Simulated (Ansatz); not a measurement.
# Co under changes of volume

One of the cells (10.640 Å³/atom); the others are scaled copies at fixed shape and fractional positions:

```
Co
1.0
     2.47200    0.00000    0.00000
    -1.23600    2.14081    0.00000
     0.00000    0.00000    4.02114
Co
2
Direct
  0.66667 0.33333 0.75000
  0.33333 0.66667 0.25000
```

```yaml
Program: Ansatz 0.2.0
Functional: PBE
Potentials_or_basis: Ansatz PAW
Cutoff: "420 eV (not typed: the program's choice for these potentials)"
k_mesh: 12 × 12 × 7
Occupations: fermi-dirac, width 0.05 eV
Spin: collinear spin, ferromagnetic start
Starting_moments: "[2.0, 2.0] μB"
```

| volume (Å³/atom) | energy over the lowest point (meV/atom) | pressure (GPa) | moment (μB per cell) |
| --- | --- | --- | --- |
| 10.002 | 52.24 | 20.8 | 3.04 |
| 10.215 | 28.88 | 14.9 | 3.10 |
| 10.427 | 12.80 | 9.6 | 3.16 |
| 10.640 | 3.36 | 4.7 | 3.21 |
| 10.853 | 0.00 | 0.4 | 3.25 |
| 11.066 | 2.11 | -3.5 | 3.29 |
| 11.279 | ? | ? | ? |

Question: What does the run at 11.279 Å³/atom give?

Answer: Energy over the lowest point 9.13 meV/atom; pressure -7.0 GPa; moment 3.32 μB per cell.

Worked out: A Birch-Murnaghan fit of order 3 (a polynomial in V^(-2/3)) to the other rows has its minimum at 10.87 Å³/atom with B0 = V·E''(V) = 210 GPa and B' = 3.7 at fixed shape and positions, which overstates the stiffness. It gives 9.30 meV/atom at 11.279 Å³/atom, against the run's 9.13, and -dE/dV = -7.2 GPa, against -7.0. A parabola through the other rows of the moment, of slope 0.129 μB per Å³/atom there, extrapolates to 3.32 μB, against the run's 3.32.

Energies are extrapolated to zero smearing.
